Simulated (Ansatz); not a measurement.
The slice is one period of a {110} plane through atoms; its size isn't given.

These are r2SCAN (plane waves to 500 eV, PAW, scalar-relativistic; Ansatz, an electronic-structure program) values and carry that method's errors. Inside the PAW spheres the values are not all-electron values, and peaks at nuclei hang on which shells count as valence.

```
|@@%#=-............-=#%@|
|@%#*=:.   ....   .:=*#%|
|##*=-:.          .:-=*#|
|+==-:.            .:-==|
|--::.              .::-|
|:::...            ...::|
|::::...          ...:::|
|--:::...        ...:::-|
|-----::..      ..::----|
|====--::.      .::--===|
|+++==--:..    ..:--==++|
|*++++=--:..  ..:--=++++|
|***++==-:..  ..:-==++**|
|++**++=-::....::-=++**+|
|-=+**+=--:....:--=+**+=|
|:-+**+==-:....:-==+**+-|
|-=+**+=--:....:--=+**+=|
|++**++=-::....::-=++**+|
|***++==-:..  ..:-==++**|
|*++++=--:..  ..:--=++++|
|+++==--:..    ..:--==++|
|====--::.      .::--===|
|-----::..      ..::----|
|--:::...        ...:::-|
|::::...          ...:::|
|:::...            ...::|
|--::.              .::-|
|+==-:.            .:-==|
|##*=-:.          .:-=*#|
|@%#*=:.   ....   .:=*#%|
|@@%#=-............-=#%@|
|@@@#+-............-+#@@|
```
Scale: ten equal steps from -1.90 (start of ' ') to 1.32 (end of '@'), in the order ' .:-=+*#%@'. Values: log₁₀ of the valence density in e/Å³. The map has 23 points along u (one character each, u = 0 at the left) and 32 along v (v = 0 in the bottom row). The scale is logarithmic, as a density can span decades between atoms and voids.

```
|xxxxxx775511000000000000000000000000115577xxxx|
|xxxx6666440000000000000000000000000000446666xx|
|7766664411000000000000000000000000000011446666|
|5544331100000000000000000000000000000000113344|
|0000000000000000000000000000000000000000000000|
|0000000000000000000000000000000000000000000000|
|1111111111000000000000000000000000000011111111|
|6666665544331100000000000000000000113344556666|
|8888888877664422000000000000000022446677888888|
|9999999988776644220000000000002244667788999999|
|9999999999887766331100000000113366778899999999|
|9999999999998877552200000000225577889999999999|
|6677889999999988663300000000336688999999998877|
|xxxx5588999999886633110000113366889999998855xx|
|xxxxxx669999998877441100001144778899999966xxxx|
|xxxxxx559999998877441100001144778899999955xxxx|
|xxxxxx669999998877441100001144778899999966xxxx|
|xxxx5588999999886633110000113366889999998855xx|
|6677889999999988663300000000336688999999998877|
|9999999999998877552200000000225577889999999999|
|9999999999887766331100000000113366778899999999|
|9999999988776644220000000000002244667788999999|
|8888888877664422000000000000000022446677888888|
|6666665544331100000000000000000000113344556666|
|1111111111000000000000000000000000000011111111|
|0000000000000000000000000000000000000000000000|
|0000000000000000000000000000000000000000000000|
|5544331100000000000000000000000000000000113344|
|7766664411000000000000000000000000000011446666|
|xxxx6666440000000000000000000000000000446666xx|
|xxxxxx775511000000000000000000000000115577xxxx|
|xxxxxx775511000000000000000000000000115577xxxx|
```
Scale: ten equal steps from 0.01 (start of '0') to 0.89 (end of '9'), in the order '0123456789'. Values: electron localisation function (ELF). The map has 23 points along u (two characters each, u = 0 at the left) and 32 along v (v = 0 in the bottom row). Points within 0.5 Å of a nucleus are blanked (x), as the pseudised field means little there.

### Question
Which relaxed crystal do these maps come from?
A) NaI (rock salt)
B) PbSe (rock salt)
C) NaBr (rock salt)

### Answer
C, NaBr (rock salt). Atoms on the slice: Br at (0.00, 0.50); Na at (0.00, 0.00)

All were relaxed with their symmetry unable to fall. Spin-orbit coupling is left out.
